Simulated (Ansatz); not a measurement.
SiNi:

```
CELL_PARAMETERS angstrom
4.50369 0.00000 0.00000
0.00000 4.50369 0.00000
0.00000 0.00000 4.50369
ATOMIC_POSITIONS crystal
Ni 0.14950 0.14950 0.14950
Ni 0.64950 0.35050 0.85050
Ni 0.85050 0.64950 0.35050
Ni 0.35050 0.85050 0.64950
Si 0.84683 0.84683 0.84683
Si 0.34683 0.65317 0.15317
Si 0.15317 0.34683 0.65317
Si 0.65317 0.15317 0.34683
```

The cell is a database's computed one.

Base run:

- Program: Ansatz 0.2.0
- Functional: BLYP
- Potentials or basis: Ansatz PAW
- Cutoff: 420 eV
- Density cutoff: 1680 eV
- k mesh: 6 × 6 × 6
- Occupations: fermi-dirac, width 0.05 eV
- Spin: collinear spin, ferromagnetic start
- Starting moments: [1.0, 1.0, 1.0, 1.0, 0.0, 0.0, 0.0, 0.0] μB

Its results: band gap on the k mesh none (metal or under the smearing width); pressure 11.0 GPa; net moment 0.00 μB per cell; largest force 0.066 eV/Å.

Q: The run is repeated on the same cell with these changes: functional from BLYP to LDA. What comes out?

A: Band gap on the k mesh none (metal or under the smearing width); pressure -9.4 GPa; net moment 0.00 μB per cell; largest force 0.063 eV/Å.

LDA binds more tightly than BLYP, so the same cell stands under less pressure.

Caveats: the PAW data sets come from PBE, with cores solved anew for the run's functional, which leaves a small shift of forces and pressure; the potentials were made for another functional, which shifts forces and pressure (some runs).

Not every run made on this cell is shown here.
